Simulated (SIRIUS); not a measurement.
# Zr in SIRIUS: the effect of functional

The system is Zr.

```xyz
2
Lattice="3.2320 0.0000 0.0000 -1.6160 2.7990 0.0000 0.0000 0.0000 5.1470" Properties=species:S:1:pos:R:3 pbc="T T T"
Zr    1.6160    0.9330    3.8603
Zr    0.0000    1.8660    1.2868
```

Alike in all runs:

- Task: single point
- Potentials or basis: PseudoDojo 0.4.1 PBE standard (scalar relativistic)
- Cutoff: 915 eV
- Density cutoff: 3659 eV
- k mesh: 9 × 9 × 5
- Occupations: fermi-dirac, width 0.05 eV
- Spin: no spin polarisation

One run gave: pressure 3.7 GPa. Which functional did it use?
A. PBE
B. AM05
C. BLYP
D. APBE
E. LDA

C.

| functional | program | pressure (GPa) |
| --- | --- | --- |
| LDA | SIRIUS 7.10.0 | -5.9 |
| PBE | SIRIUS 7.12.0 | 0.6 |
| PBEsol | SIRIUS 7.10.0 | -3.2 |
| RPBE | SIRIUS 7.12.0 | 2.8 |
| revPBE | SIRIUS 7.12.0 | 2.2 |
| BLYP | SIRIUS 7.12.0 | 3.7 |
| PW91 | SIRIUS 7.12.0 | 0.2 |
| AM05 | SIRIUS 7.12.0 | -2.9 |
| KT2 | SIRIUS 7.12.0 | -6.4 |
| APBE | SIRIUS 7.12.0 | 1.9 |
| HTBS | SIRIUS 7.12.0 | -2.6 |

Caveats: the potentials were made for another functional, which shifts forces and pressure (some runs).

Not every run made on this cell is shown here.
